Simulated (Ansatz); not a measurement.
# Li: the cost of one run

Program: Ansatz 0.2.0. Level of theory: DFT PBE, scalar-relativistic, plane waves, PAW, unless a step names another level. These are calculated values, not measurements.

1 further run of the same task is left out (it didn't finish).

## (1) The starting structure

The structure is tetragonal, space group I4/mmm (No. 139). Conventional cell: a = 3.422 Å, b = 3.422 Å, c = 3.461 Å, α = 90.00°, β = 90.00°, γ = 90.00°. Li (site symmetry 4/mmm) is surrounded by 8 Li at 2.97 to 2.98 Å.

Coordinates:

```cif
data_structure
_symmetry_space_group_name_H-M 'I4/mmm'
_symmetry_Int_Tables_number 139
_cell_length_a 3.4219
_cell_length_b 3.4219
_cell_length_c 3.4605
_cell_angle_alpha 90.000
_cell_angle_beta 90.000
_cell_angle_gamma 90.000
_cell_volume 40.52
loop_
_atom_site_label
_atom_site_type_symbol
_atom_site_symmetry_multiplicity
_atom_site_Wyckoff_symbol
_atom_site_fract_x
_atom_site_fract_y
_atom_site_fract_z
_atom_site_occupancy
Li1 Li 2 b 0.50000 0.50000 0.00000 1
```

It is the end of an earlier relaxation with the same method, from a database cell with other species swapped in; it needn't be the stable form of this composition. At a tolerance of 0.05 Å it has space group Im-3m (No. 229); it has 20.26 Å³/atom, an uncorrected energy of -0.00 eV/atom over the standard state.

## (2) Electronic structure at the relaxed geometry

input.yaml reads:

```yaml
crystal:
  lattice:
    - [1.7296473779, -2.4204399388, -0.0465836325]
    - [1.7296473779, 2.4204399388, -0.0465836325]
    - [-1.6697199547, 0.0, 2.4647053725]
  atoms:
    - { symbol: Li, position: [0.5, 0.5, 0.5] }
basis:
  ecutwfc: 420
kpoints:
  mp_grid: { grid: [22, 22, 22] }
  band_path:
    path:
      - [[0.0, 0.0, 0.0], [0.0, 0.0, -0.5], [0.48888894, -0.48888894, -0.5]]
      - [[-0.48888894, -0.51111106, 0.5], [-0.5, -0.5, 0.5], [0.0, 0.0, 0.0], [0.5, -0.5, 0.0]]
      - [[0.0, -0.5, 0.0], [0.0, 0.0, 0.0], [0.0, -0.5, 0.5]]
    npoints: 14
hamiltonian:
  xc: pbe
scf:
  occupations: { method: gaussian, width: 0.1 }
  n_extra_bands: 6
output:
  forces: true
  stress: true
  eigenvalues: true
  populations: true
  dos: { projected: true, de: 0.02, nscf_kmesh: { grid: [27, 27, 27] } }
  bader: true
  write_density: true
  write_potential: true
  elf: true
  volumetric_format: npy
```

Started as:

```sh
ansatz run input.yaml --threads 1 --pin off --max-ram 2560MiB --backend cpu --events-out ev --progress --plain --runs-dir out
```

What time and memory should one allow on 1 thread of Arm Neoverse V2, shared host?

About 2 min, with a peak of 0.92 GiB.
